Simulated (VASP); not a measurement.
Here is a VASP 6.6.1 calculation.

File INCAR:

```
PREC = Accurate
ENCUT = 600
EDIFF = 1E-6
ISMEAR = -1
SIGMA = 0.05
LREAL = False
LASPH = True
NELM = 80
ALGO = Normal
ISIF = 3
LWAVE = False
LCHARG = False
GGA = AM
IBRION = 2
NSW = 60
EDIFFG = -0.01
```

The input KPOINTS:

```
Automatic mesh
0
Gamma
  11 11 11
```

The input POSCAR:

```
Mg
1.0
   -1.8359916300      1.8359916300      1.6794040200
    1.8359916300     -1.8359916300      1.6794040200
    1.8359916300      1.8359916300     -1.6794040200
Mg
1
Direct
    0.0000000000      0.0000000000      0.0000000000
```

Potentials or basis: VASP PAW PBE potentials, release 64 (Mg).

The run is started by

```console
$ cat potpaw_PBE.64/Mg/POTCAR > POTCAR
$ mpirun -np 1 vasp_std > vasp.out
```

Q: What does it give for the relaxed cell?

A: a = 3.079 Å, b = 3.079 Å, c = 3.079 Å, α = 109.46°, β = 109.46°, γ = 109.50°.

Q: Predict the space group after relaxing (to 0.05 Å).

A: Im-3m (No. 229).

Final structure:
```
Mg
1.0
    -1.77787    1.77787    1.77702
     1.77787   -1.77787    1.77702
     1.77787    1.77787   -1.77702
Mg
1
Direct
  0.00000 0.00000 0.00000
```
